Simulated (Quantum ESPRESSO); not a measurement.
# HfN (F-43m) in Quantum ESPRESSO: notebook, part 2 of 4

Quantum ESPRESSO 7.5. Earlier steps stand in the parts before.

## Step 3: Phonons, LDA

pw.in reads:

```
&CONTROL
  calculation = 'scf'
  prefix = 'pwscf'
  outdir = './tmp'
  pseudo_dir = './pseudo'
  tprnfor = .true.
  tstress = .true.
  disk_io = 'low'
/
&SYSTEM
  ibrav = 0
  nat = 2
  ntyp = 2
  ecutwfc = 45
  ecutrho = 360
  nbnd = 15
  occupations = 'smearing'
  smearing = 'mv'
  degauss = 0.01469973
/
&ELECTRONS
  conv_thr = 4d-10
  electron_maxstep = 120
  mixing_beta = 0.5
/
ATOMIC_SPECIES
Hf   178.4900 hf_lda_v1.uspp.F.UPF
N     14.0070 n_lda_v1.2.uspp.F.UPF
CELL_PARAMETERS bohr
   0.0000000000    4.6389412647    4.6389412647
   4.6389412647    0.0000000000    4.6389412647
   4.6389412647    4.6389412647    0.0000000000
ATOMIC_POSITIONS bohr
Hf     0.0000000000    0.0000000000    0.0000000000
N      2.3194706324    2.3194706324    2.3194706324
K_POINTS automatic
9 9 9 0 0 0
```

relax.in reads:

```
&CONTROL
  calculation = 'vc-relax'
  prefix = 'pwscf'
  outdir = './tmp'
  pseudo_dir = './pseudo'
  tprnfor = .true.
  tstress = .true.
  disk_io = 'low'
  nstep = 40
  forc_conv_thr = 0.0001
  etot_conv_thr = 1d-06
/
&SYSTEM
  ibrav = 0
  nat = 2
  ntyp = 2
  ecutwfc = 45
  ecutrho = 360
  nbnd = 15
  occupations = 'smearing'
  smearing = 'mv'
  degauss = 0.01469973
/
&ELECTRONS
  conv_thr = 4d-10
  electron_maxstep = 120
  mixing_beta = 0.5
/
&IONS
  ion_dynamics = 'bfgs'
/
&CELL
  cell_dynamics = 'bfgs'
  press = 0
  press_conv_thr = 0.2
/
ATOMIC_SPECIES
Hf   178.4900 hf_lda_v1.uspp.F.UPF
N     14.0070 n_lda_v1.2.uspp.F.UPF
CELL_PARAMETERS bohr
   0.0000000000    4.6389412647    4.6389412647
   4.6389412647    0.0000000000    4.6389412647
   4.6389412647    4.6389412647    0.0000000000
ATOMIC_POSITIONS bohr
Hf     0.0000000000    0.0000000000    0.0000000000
N      2.3194706324    2.3194706324    2.3194706324
K_POINTS automatic
9 9 9 0 0 0
```

scf2.in reads:

```
&CONTROL
  calculation = 'scf'
  prefix = 'pwscf'
  outdir = './tmp'
  pseudo_dir = './pseudo'
  tprnfor = .true.
  tstress = .true.
  disk_io = 'low'
/
&SYSTEM
  ibrav = 0
  nat = 2
  ntyp = 2
  ecutwfc = 45
  ecutrho = 360
  nbnd = 15
  occupations = 'smearing'
  smearing = 'mv'
  degauss = 0.01469973
/
&ELECTRONS
  conv_thr = 1d-13
  electron_maxstep = 120
  mixing_beta = 0.5
  startingpot = 'file'
  startingwfc = 'file'
/
ATOMIC_SPECIES
Hf   178.4900 hf_lda_v1.uspp.F.UPF
N     14.0070 n_lda_v1.2.uspp.F.UPF
CELL_PARAMETERS bohr
   0.0000000000    4.5644828037    4.5644828037
   4.5644828037    0.0000000000    4.5644828037
   4.5644828037    4.5644828037    0.0000000000
ATOMIC_POSITIONS bohr
Hf     0.0000000000    0.0000000000    0.0000000000
N      2.2822414019    2.2822414019    2.2822414019
K_POINTS automatic
9 9 9 0 0 0
```

ph.in reads:

```
phonons of HfN
&INPUTPH
  prefix = 'pwscf'
  outdir = './tmp'
  tr2_ph = 1d-18
  fildyn = 'dyn'
  niter_ph = 90
  alpha_mix(1) = 0.4
/
0.0000000000 0.0000000000 0.0000000000
```

dynmat.in reads:

```
&INPUT
  fildyn = 'dyn'
  asr = 'crystal'
  filout = 'dynmat.disp'
  fileig = 'dynmat.eig'
/
```

Potentials or basis: GBRV 1.5 LDA.

On the command line:

```
OMP_NUM_THREADS=1 pw.x -in pw.in > pw.out
OMP_NUM_THREADS=1 pw.x -in relax.in > relax.out
OMP_NUM_THREADS=1 pw.x -in scf2.in > scf2.out
OMP_NUM_THREADS=1 ph.x -in ph.in > ph.out
OMP_NUM_THREADS=1 dynmat.x -in dynmat.in > dynmat.out
```

pw.out:

```text
This program is part of the open-source Quantum ESPRESSO suite
     for quantum simulation of materials; please cite
[... 9 lines left out ...]
     --------------------
     sticks:   dense  smooth     PW     G-vecs:    dense   smooth      PW
     Sum        1069     535    163                23049     8099    1459

     Using Slab Decomposition

     bravais-lattice index     =            0
     lattice parameter (alat)  =       6.5605  a.u.
     unit-cell volume          =     199.6580 (a.u.)^3
     number of atoms/cell      =            2
     number of atomic types    =            2
     number of electrons       =        17.00
     number of Kohn-Sham states=           15
     kinetic-energy cutoff     =      45.0000  Ry
     charge density cutoff     =     360.0000  Ry
     scf convergence threshold =      4.0E-10
     mixing beta               =       0.5000
     number of iterations used =            8  plain     mixing
     Exchange-correlation= SLA  PZ   NOGX NOGC
                           (   1   1   0   0   0   0   0)

     celldm(1)=   6.560454  celldm(2)=   0.000000  celldm(3)=   0.000000
     celldm(4)=   0.000000  celldm(5)=   0.000000  celldm(6)=   0.000000

     crystal axes: (cart. coord. in units of alat)
               a(1) = (   0.000000   0.707107   0.707107 )
               a(2) = (   0.707107   0.000000   0.707107 )
               a(3) = (   0.707107   0.707107   0.000000 )

     reciprocal axes: (cart. coord. in units 2 pi/alat)
               b(1) = ( -0.707107  0.707107  0.707107 )
               b(2) = (  0.707107 -0.707107  0.707107 )
               b(3) = (  0.707107  0.707107 -0.707107 )

[... 95 lines left out ...]
     ethr =  1.00E-02,  avg # of iterations =  2.9

     negative rho (up, down):  1.109E-01 0.000E+00
[... 76 lines left out ...]
     iteration # 10     ecut=    45.00 Ry     beta= 0.50
     Davidson diagonalization with overlap
     ethr =  2.55E-11,  avg # of iterations =  2.0

     negative rho (up, down):  1.120E-01 0.000E+00

     End of self-consistent calculation

          k = 0.0000 0.0000 0.0000 (   965 PWs)   bands (ev):

   -48.8253 -17.4102 -17.4102 -17.4102  -2.3408   8.1248   8.1248   8.1248
    12.9416  15.7270  15.7270  20.1283  20.1283  20.1283  26.8240

          k = 0.0786 0.0786-0.0786 (   995 PWs)   bands (ev):
[... 146 lines left out ...]
   -48.7994 -17.8011 -17.6525 -17.5314  -0.9234   7.9440   8.4674   9.5890
    12.8678  15.2385  16.5301  19.2803  19.8144  21.5726  23.7248

          k = 0.0000-0.3143 0.4714 (  1019 PWs)   bands (ev):

   -48.8017 -17.7840 -17.6288 -17.5069  -1.0363   7.8651   8.3867   9.3323
    13.5620  14.9955  16.5980  19.4065  20.0896  20.6885  23.2345

          k =-0.0786-0.5500 0.7071 (  1017 PWs)   bands (ev):
[... 11 lines left out ...]
   -48.7982 -17.7943 -17.6608 -17.5647  -0.8577   7.8308   8.5255   9.9353
    12.4703  14.9685  16.9997  18.7834  20.0034  22.7577  24.2295

     the Fermi energy is    13.5935 ev

!    total energy              =    -178.96540309 Ry
     estimated scf accuracy    <          2.9E-11 Ry
     smearing contrib. (-TS)   =      -0.00006193 Ry
     internal energy E=F+TS    =    -178.96534116 Ry

     The total energy is F=E-TS. E is the sum of the following terms:
     one-electron contribution =     -24.14207727 Ry
     hartree contribution      =      19.72743336 Ry
     xc contribution           =     -80.66354098 Ry
     ewald contribution        =     -93.88715627 Ry

     convergence has been achieved in  10 iterations

     negative rho (up, down):  1.120E-01 0.000E+00

     Forces acting on atoms (cartesian axes, Ry/au):

     atom    1 type  1   force =     0.00000000    0.00000000    0.00000000
     atom    2 type  2   force =     0.00000000    0.00000000    0.00000000

     Total force =     0.000000     Total SCF correction =     0.000000

     Computing stress (Cartesian axis) and pressure

     negative rho (up, down):  1.120E-01 0.000E+00
          total   stress  (Ry/bohr**3)                   (kbar)     P=      -96.41
  -0.00065535  -0.00000000  -0.00000000          -96.41       -0.00       -0.00
  -0.00000000  -0.00065535   0.00000000           -0.00      -96.41        0.00
   0.00000000   0.00000000  -0.00065535            0.00        0.00      -96.41

=------------------------------------------------------------------------------=
   JOB DONE.
=------------------------------------------------------------------------------=
```

It took 95 s on 1 thread of AMD EPYC 9R45 (Zen 5), shared host; peak memory 0.21 GiB.

What came out:

```yaml
Free_energy: -2434.9899 eV
Relaxed_volume: 14.09 Å³/atom
Relaxed_cell: a = 3.416 Å, b = 3.416 Å, c = 3.416 Å, α = 60.00°, β = 60.00°, γ = 60.00°
Space_group_after_relaxing_to_0.05_Å: F-43m (No. 216)
Pressure_after_relaxing: -0.1 GPa
Band_gap_on_the_k_mesh: none (metal or under the smearing width)
Highest_phonon_frequency_at_Γ: 530 cm⁻¹
```

The path:
```csv
step,energy change (eV),largest force (eV/Å),pressure (GPa),volume (Å³)
1,0.0000,0.0000,-9.64,29.59
2,-0.0437,0.0000,0.23,28.16
3,-0.0437,0.0000,-0.02,28.19
4,-0.0437,0.0000,0.00,28.18
```

Final structure:
```
Hf N
1.0
     0.00000    2.41542    2.41542
     2.41542    0.00000    2.41542
     2.41542    2.41542    0.00000
Hf N
1 1
Direct
  0.00000 0.00000 0.00000
  0.25000 0.25000 0.25000
```

Phonon frequencies in cm⁻¹ (negative: imaginary):
```
              q point           frequencies
(0.000, 0.000, 0.000)  -6 -6 -6 530 530 530
```

Optical modes at Γ, degenerate ones joined:
| cm⁻¹ | components | symmetry | active in |
| --- | --- | --- | --- |
| 530 | 3 | T2 | IR and Raman |

The run has no spin-orbit coupling, so splittings on Hf are missing.

## Step 4: Phonons, LDA, target pressure 3 GPa, at which the enthalpy is minimised

pw.in is that of step 3.

Changes to relax.in since step 3:

```diff
@@ -33,3 +33,3 @@
   cell_dynamics = 'bfgs'
-  press = 0
+  press = 30
   press_conv_thr = 0.2
```

Changes to scf2.in since step 3:

```diff
@@ -31,8 +31,8 @@
 CELL_PARAMETERS bohr
-   0.0000000000    4.5644828037    4.5644828037
-   4.5644828037    0.0000000000    4.5644828037
-   4.5644828037    4.5644828037    0.0000000000
+   0.0000000000    4.5443758661    4.5443758661
+   4.5443758661    0.0000000000    4.5443758661
+   4.5443758661    4.5443758661    0.0000000000
 ATOMIC_POSITIONS bohr
 Hf     0.0000000000    0.0000000000    0.0000000000
-N      2.2822414019    2.2822414019    2.2822414019
+N      2.2721879330    2.2721879330    2.2721879330
 K_POINTS automatic
```

ph.in is that of step 3.

dynmat.in is that of step 3.

Potentials or basis: GBRV 1.5 LDA.

On the command line:

```
OMP_NUM_THREADS=1 pw.x -in pw.in > pw.out
OMP_NUM_THREADS=1 pw.x -in relax.in > relax.out
OMP_NUM_THREADS=1 pw.x -in scf2.in > scf2.out
OMP_NUM_THREADS=1 ph.x -in ph.in > ph.out
OMP_NUM_THREADS=1 dynmat.x -in dynmat.in > dynmat.out
```

pw.out:

```text
This program is part of the open-source Quantum ESPRESSO suite
     for quantum simulation of materials; please cite
[... 9 lines left out ...]
     --------------------
     sticks:   dense  smooth     PW     G-vecs:    dense   smooth      PW
     Sum        1069     535    163                23049     8099    1459

     Using Slab Decomposition

     bravais-lattice index     =            0
     lattice parameter (alat)  =       6.5605  a.u.
     unit-cell volume          =     199.6580 (a.u.)^3
     number of atoms/cell      =            2
     number of atomic types    =            2
     number of electrons       =        17.00
     number of Kohn-Sham states=           15
     kinetic-energy cutoff     =      45.0000  Ry
     charge density cutoff     =     360.0000  Ry
     scf convergence threshold =      4.0E-10
     mixing beta               =       0.5000
     number of iterations used =            8  plain     mixing
     Exchange-correlation= SLA  PZ   NOGX NOGC
                           (   1   1   0   0   0   0   0)

     celldm(1)=   6.560454  celldm(2)=   0.000000  celldm(3)=   0.000000
     celldm(4)=   0.000000  celldm(5)=   0.000000  celldm(6)=   0.000000

     crystal axes: (cart. coord. in units of alat)
               a(1) = (   0.000000   0.707107   0.707107 )
               a(2) = (   0.707107   0.000000   0.707107 )
               a(3) = (   0.707107   0.707107   0.000000 )

     reciprocal axes: (cart. coord. in units 2 pi/alat)
               b(1) = ( -0.707107  0.707107  0.707107 )
               b(2) = (  0.707107 -0.707107  0.707107 )
               b(3) = (  0.707107  0.707107 -0.707107 )

[... 95 lines left out ...]
     ethr =  1.00E-02,  avg # of iterations =  2.9

     negative rho (up, down):  1.109E-01 0.000E+00
[... 76 lines left out ...]
     iteration # 10     ecut=    45.00 Ry     beta= 0.50
     Davidson diagonalization with overlap
     ethr =  2.55E-11,  avg # of iterations =  2.0

     negative rho (up, down):  1.120E-01 0.000E+00

     End of self-consistent calculation

          k = 0.0000 0.0000 0.0000 (   965 PWs)   bands (ev):

   -48.8253 -17.4102 -17.4102 -17.4102  -2.3408   8.1248   8.1248   8.1248
    12.9416  15.7270  15.7270  20.1283  20.1283  20.1283  26.8240

          k = 0.0786 0.0786-0.0786 (   995 PWs)   bands (ev):
[... 146 lines left out ...]
   -48.7994 -17.8011 -17.6525 -17.5314  -0.9234   7.9440   8.4674   9.5890
    12.8678  15.2385  16.5301  19.2803  19.8144  21.5726  23.7248

          k = 0.0000-0.3143 0.4714 (  1019 PWs)   bands (ev):

   -48.8017 -17.7840 -17.6288 -17.5069  -1.0363   7.8651   8.3867   9.3323
    13.5620  14.9955  16.5980  19.4065  20.0896  20.6885  23.2345

          k =-0.0786-0.5500 0.7071 (  1017 PWs)   bands (ev):
[... 11 lines left out ...]
   -48.7982 -17.7943 -17.6608 -17.5647  -0.8577   7.8308   8.5255   9.9353
    12.4703  14.9685  16.9997  18.7834  20.0034  22.7577  24.2295

     the Fermi energy is    13.5935 ev

!    total energy              =    -178.96540309 Ry
     estimated scf accuracy    <          2.9E-11 Ry
     smearing contrib. (-TS)   =      -0.00006193 Ry
     internal energy E=F+TS    =    -178.96534116 Ry

     The total energy is F=E-TS. E is the sum of the following terms:
     one-electron contribution =     -24.14207727 Ry
     hartree contribution      =      19.72743336 Ry
     xc contribution           =     -80.66354098 Ry
     ewald contribution        =     -93.88715627 Ry

     convergence has been achieved in  10 iterations

     negative rho (up, down):  1.120E-01 0.000E+00

     Forces acting on atoms (cartesian axes, Ry/au):

     atom    1 type  1   force =    -0.00000000   -0.00000000    0.00000000
     atom    2 type  2   force =    -0.00000000   -0.00000000    0.00000000

     Total force =     0.000000     Total SCF correction =     0.000000

     Computing stress (Cartesian axis) and pressure

     negative rho (up, down):  1.120E-01 0.000E+00
          total   stress  (Ry/bohr**3)                   (kbar)     P=      -96.41
  -0.00065535  -0.00000000   0.00000000          -96.41       -0.00        0.00
   0.00000000  -0.00065535   0.00000000            0.00      -96.41        0.00
   0.00000000   0.00000000  -0.00065535            0.00        0.00      -96.41

=------------------------------------------------------------------------------=
   JOB DONE.
=------------------------------------------------------------------------------=
```

relax.out:

```text
This program is part of the open-source Quantum ESPRESSO suite
     for quantum simulation of materials; please cite
[... 9 lines left out ...]
     --------------------
     sticks:   dense  smooth     PW     G-vecs:    dense   smooth      PW
     Sum        1069     535    163                23049     8099    1459
[... 1784 lines left out ...]
   0.00019904  -0.00000000   0.00000000           29.28       -0.00        0.00
  -0.00000000   0.00019904   0.00000000           -0.00       29.28        0.00
   0.00000000   0.00000000   0.00019904            0.00        0.00       29.28

=------------------------------------------------------------------------------=
   JOB DONE.
=------------------------------------------------------------------------------=
```

scf2.out:

```text
This program is part of the open-source Quantum ESPRESSO suite
     for quantum simulation of materials; please cite
[... 9 lines left out ...]
     --------------------
     sticks:   dense  smooth     PW     G-vecs:    dense   smooth      PW
     Sum        1027     511    163                21595     7727    1411
[... 357 lines left out ...]
   0.00019905   0.00000000   0.00000000           29.28        0.00        0.00
   0.00000000   0.00019905   0.00000000            0.00       29.28        0.00
   0.00000000   0.00000000   0.00019905            0.00        0.00       29.28

=------------------------------------------------------------------------------=
   JOB DONE.
=------------------------------------------------------------------------------=
```

It took 94 s on 1 thread of AMD EPYC 9R45 (Zen 5), shared host; peak memory 0.21 GiB.

What came out:

| Property | Result |
| --- | --- |
| Free energy | -2434.9858 eV |
| Relaxed volume | 13.91 Å³/atom |
| Relaxed cell | a = 3.401 Å, b = 3.401 Å, c = 3.401 Å, α = 60.00°, β = 60.00°, γ = 60.00° |
| Space group after relaxing (to 0.05 Å) | F-43m (No. 216) |
| Pressure after relaxing | 2.9 GPa |
| Band gap on the k mesh | none (metal or under the smearing width) |
| Highest phonon frequency at Γ | 543 cm⁻¹ |

Step by step:
```
step  energy change (eV)  largest force (eV/Å)  pressure (GPa)  volume (Å³)
   1              0.0000                0.0000           -9.64        29.59
   2             -0.0382                0.0000            3.79        27.72
   3             -0.0404                0.0000            2.92        27.82
   4             -0.0402                0.0000            3.00        27.81
```

Final structure:
```xyz
2
Lattice="0.0000 2.4048 2.4048 2.4048 0.0000 2.4048 2.4048 2.4048 0.0000" Properties=species:S:1:pos:R:3 pbc="T T T"
Hf    0.0000    0.0000    0.0000
N     1.2024    1.2024    1.2024
```

Phonon frequencies in cm⁻¹ (negative: imaginary):
```csv
q point,frequencies
"(0.000, 0.000, 0.000)",-7 -7 -7 543 543 543
```

Optical modes at Γ, degenerate ones joined:
| cm⁻¹ | components | symmetry | active in |
| --- | --- | --- | --- |
| 543 | 3 | T2 | IR and Raman |

Spin-orbit coupling is left out, which matters for the levels of Hf.

(Part 2 of 4 ends here.)
